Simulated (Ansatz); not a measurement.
# Yb (dhcp type): how the settings move a single-point run

Question: which choices in the input matter for Yb (dhcp type)?

Method: reference: DFT, PBE, all-electron PAW with datasets made for the crystal, scalar-relativistic, in Ansatz 0.2.0.

3 further runs of the same task are left out: 2 that didn't finish, 1 set aside as unsound or not needed.

## Step 1: The structure to begin with

The structure is hexagonal, space group P6_3/mmc (No. 194). Conventional cell: a = 2.723 Å, b = 2.723 Å, c = 8.873 Å, α = 90.00°, β = 90.00°, γ = 120.00°. Yb (site symmetry -3m) has 12 Yb at 2.72 Å as nearest neighbours. Yb (site symmetry -6m2) is surrounded by 12 Yb at 2.72 Å.

Structure file:

```cif
data_structure
_symmetry_space_group_name_H-M 'P6_3/mmc'
_symmetry_Int_Tables_number 194
_cell_length_a 2.7231
_cell_length_b 2.7231
_cell_length_c 8.8731
_cell_angle_alpha 90.000
_cell_angle_beta 90.000
_cell_angle_gamma 120.000
_cell_volume 56.98
loop_
_atom_site_label
_atom_site_type_symbol
_atom_site_symmetry_multiplicity
_atom_site_Wyckoff_symbol
_atom_site_fract_x
_atom_site_fract_y
_atom_site_fract_z
_atom_site_occupancy
Yb1 Yb 2 a 0.00000 0.00000 0.00000 1
Yb2 Yb 2 c 0.33333 0.66667 0.25000 1
```

## Step 2: The reference run

File input.yaml:

```yaml
crystal:
  lattice:
    - [2.7230696581, 0.0, 0.0]
    - [-1.361534829, 2.3582475002, 0.0]
    - [0.0, 0.0, 8.8731167603]
  atoms:
    - { symbol: Yb, position: [0.0, 0.0, 0.0] }
    - { symbol: Yb, position: [0.0, 0.0, 0.5] }
    - { symbol: Yb, position: [0.3333333333, 0.6666666667, 0.25] }
    - { symbol: Yb, position: [0.6666666667, 0.3333333333, 0.75] }
kpoints:
  mp_grid: { grid: [11, 11, 3] }
scf:
  occupations: { method: fermi_dirac, width: 0.08 }
hamiltonian:
  xc: pbe
  pseudopotentials: { kind: all_electron, datasets: crystal }
output:
  forces: true
  stress: true
  eigenvalues: true
```

Started as:

```bash
$ ansatz run input.yaml --threads 2 --pin off --max-ram 6144MiB --backend cpu --events-out ev --progress --plain --runs-dir out
```

## Step 3: Changed: xc revpbe

Edit input.yaml of step 2 so:

```diff
@@ -15,3 +15,3 @@
 hamiltonian:
-  xc: pbe
+  xc: revpbe
   pseudopotentials: { kind: all_electron, datasets: crystal }
```

**Question.** What will these runs give? Wanted: for each run, ending; energy change; pressure; gap; force.

The runs gave:

| run | ending | energy change | pressure (GPa) | gap (eV) | force (eV/Å) | cycles | time |
| --- | --- | --- | --- | --- | --- | --- | --- |
| reference | converged | - | 89.9 | 0.00 | 0.00 | 21 | 23 s |
| 1: xc revpbe | converged | not comparable | 93.5 | 0.00 | 0.00 | 21 | 23 s |

Residual by cycle in the longest SCF loop of each run; runs are numbered as in the table. The quantity is the density residual dr2, in eV.

| cycle | reference | run 1 |
| --- | --- | --- |
| 1 | 110 | 104 |
| 3 | 7.73 | 7.41 |
| 5 | 24.6 | 20.3 |
| 6 | 0.881 | 0.557 |
| 8 | 0.416 | 0.392 |
| 10 | 0.0443 | 0.0398 |
| 12 | 7.0e-4 | 5.2e-4 |
| 14 | 0.0102 | 0.0107 |
| 16 | 1.3e-4 | 1.3e-4 |
| 17 | 3.4e-5 | 4.5e-5 |
| 19 | 9.2e-6 | 2.8e-5 |
| 21 | 2.8e-8 | 1.1e-8 |

What this shows: A change of functional puts the total energy on another scale; the pressure goes from 89.9 to 93.5 GPa. At this fixed cell a higher pressure means that this functional prefers a larger volume than the reference. The structure is not at rest: the sound run finds 90 GPa, so these are no properties of the relaxed crystal. 
